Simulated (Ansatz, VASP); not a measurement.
This is a calculation of W for VASP 6.6.1.

File INCAR:

```
PREC     = Accurate       # precision mode
ENCUT    = 520            # plane-wave cutoff, eV
EDIFF    = 1E-6           # SCF threshold, eV
ISMEAR   = -1             # smearing method
SIGMA    = 0.02           # smearing width, eV
LREAL    = F              # projectors in reciprocal space
LASPH    = T              # aspherical terms in the spheres
NELM     = 80             # most SCF steps
ALGO     = Normal         # electronic algorithm
ISIF     = 2              # what is computed and relaxed
LWAVE    = F              # write WAVECAR
LCHARG   = F              # write CHGCAR
GGA      = PE             # functional
NBANDS   = 13             # bands
```

Contents of KPOINTS:

```
regular mesh
0
Gamma
  5 5 5
```

Contents of POSCAR:

```
W
1.0
   -1.5823450000      1.5823450000      1.5823450000
    1.5823450000     -1.5823450000      1.5823450000
    1.5823450000      1.5823450000     -1.5823450000
W
1
Direct
    0.0000000000      0.0000000000      0.0000000000
```

Potentials or basis: VASP PAW PBE potentials, release 64 (W_sv).

The run is started by

```console
$ cat potpaw_PBE.64/W_sv/POTCAR > POTCAR
$ mpirun -np 1 vasp_std > vasp.out
```

Problem. Translate it to Ansatz 0.2.0. Potentials there: all-electron LAPW, scalar-relativistic.

Solution. As run (the cutoff follows the program's own potentials):

Contents of input.yaml:

```yaml
crystal:
  lattice:
    - [-1.582345, 1.582345, 1.582345]
    - [1.582345, -1.582345, 1.582345]
    - [1.582345, 1.582345, -1.582345]
  atoms:
    - { symbol: W, position: [0.0, 0.0, 0.0] }
kpoints:
  mp_grid: { grid: [5, 5, 5] }
scf:
  occupations: { method: fermi_dirac, width: 0.02 }
hamiltonian:
  xc: pbe
  pseudopotentials: { kind: all_electron, lapw: { basis_error: 0.004 } }
output:
  forces: true
  stress: true
  eigenvalues: true
```

Potentials or basis: all-electron LAPW, scalar-relativistic.

Launch:

```sh
$ ansatz run input.yaml --threads 1 --pin off --max-ram 3072MiB --backend cpu --events-out ev --progress --plain --runs-dir out
```

Both were run:

|  | VASP | Ansatz | Ansatz less VASP |
| --- | --- | --- | --- |
| gap on the k mesh at the Fermi level (eV) | none | none | - |
| pressure (GPa) | 6.0 | 5.6 | -0.45 |

A gap of «none» marks a metal or a gap that the smearing closes. Ansatz ran all-electron here, so the differences hold the error of VASP's frozen core and of both bases.

Caveats: the k mesh is coarse (spacing up to 0.56 Å⁻¹), so the values aren't converged; the k mesh is thin for a metal, which can move the energy by tens of meV per atom (Ansatz). The runs have no spin-orbit coupling, so splittings on W are missing.
